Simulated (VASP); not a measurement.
# Si in VASP: one cell, several levels of theory

Aim: gap, levels, forces and stress of Si (diamond), under -3.0 % biaxial strain in x and y, free along z at fixed geometry. Runs: PBE, r2SCAN. The results are then set beside those of Ansatz 0.2.0 for the same cell.

Program: VASP 6.6.1. PAW datasets, plane waves. (Simulation; spin polarisation is off.)

## 1. The cell

The cell comes from an earlier relaxation with r2SCAN in another program, then strained, with the atoms relaxed again.

The symmetry is I4_1/amd (No. 141, tetragonal); conventional cell a = 3.734 Å, c = 5.563 Å, 19.39 Å³ an atom. Si has 4 Si at 2.33 Å.

As a file:

```cif
data_structure
_symmetry_space_group_name_H-M 'I4_1/amd:1'
_symmetry_Int_Tables_number 141
_cell_length_a 3.7342
_cell_length_b 3.7342
_cell_length_c 5.5633
_cell_angle_alpha 90.000
_cell_angle_beta 90.000
_cell_angle_gamma 90.000
_cell_volume 77.58
loop_
_atom_site_label
_atom_site_type_symbol
_atom_site_symmetry_multiplicity
_atom_site_Wyckoff_symbol
_atom_site_fract_x
_atom_site_fract_y
_atom_site_fract_z
_atom_site_occupancy
Si1 Si 4 a 0.00000 0.00000 0.00000 1
```

## 2. Single point with PBE

INCAR reads:

```
ENCUT = 520.000000
SIGMA = 0.020000
EDIFF = 1.00e-07
GGA = PE
PREC = Accurate
IBRION = -1
ISIF = 2
ISMEAR = -1
NBANDS = 11
NELM = 120
NSW = 0
LASPH = .TRUE.
LCHARG = .TRUE.
LELF = .TRUE.
LWAVE = .FALSE.
LREAL = .FALSE.
```

KPOINTS reads:

```
KPOINTS created by Atomic Simulation Environment
0
Gamma
8 8 8
0 0 0
```

KPOINTS_OPT reads:

```
special points
7
Reciprocal
0.0000000000 0.0000000000 0.0000000000 1
0.5000000000 0.0000000000 0.5000000000 1
0.6250000000 0.2500000000 0.6250000000 1
0.3750000000 0.3750000000 0.7500000000 1
0.5000000000 0.5000000000 0.5000000000 1
0.5000000000 0.2500000000 0.7500000000 1
0.0000000000 0.4218750000 0.4218750000 1
```

POSCAR reads:

```
Si
 1.0000000000000000
     0.0000000000000000    2.6404553287999999    2.7816622993000002
     2.6404553287999999    0.0000000000000000    2.7816622993000002
     2.6404553287999999    2.6404553287999999    0.0000000000000000
 Si
   2
Cartesian
  0.0000000000000000  0.0000000000000000  0.0000000000000000
  1.3202276643999997  1.3202276643999997  1.3908311496499999
```

Potentials: the recommended PBE PAW datasets, 8 valence electrons in the neutral cell.

Launch:

```console
mpirun -np 1 vasp_std
```

## 3. r2SCAN

INCAR reads:

```
ENCUT = 520.000000
SIGMA = 0.010000
EDIFF = 1.00e-07
ALGO = Normal
METAGGA = R2SCAN
PREC = Accurate
IBRION = -1
ISIF = 2
ISMEAR = 0
NBANDS = 11
NELM = 120
NSW = 0
LASPH = .TRUE.
LCHARG = .TRUE.
LELF = .TRUE.
LWAVE = .FALSE.
LREAL = .FALSE.
```

KPOINTS is that of step 2.

KPOINTS_OPT is that of step 2.

POSCAR is that of step 2.

**Question.** What will these runs give? Wanted: for each run, gap; pressure; Ansatz: gap; Ansatz: pressure.

**Answer**, as computed:

```
 level  gap (eV)  pressure (GPa)  Ansatz: gap (eV)  Ansatz: pressure (GPa)
   PBE      0.23            5.16              0.22                    5.25
r2SCAN      0.41            3.80              0.40                    4.05
```

What this shows: The gap spans 0.23 eV (PBE) to 0.41 eV (r2SCAN). The pressure is highest with PBE (5.2 GPa) and lowest with r2SCAN (3.8 GPa), which orders the cells that they would relax to. The two programs agree on the gap within 0.03 eV, far less than the spread between functionals. The two codes have different PAW datasets and cutoffs.
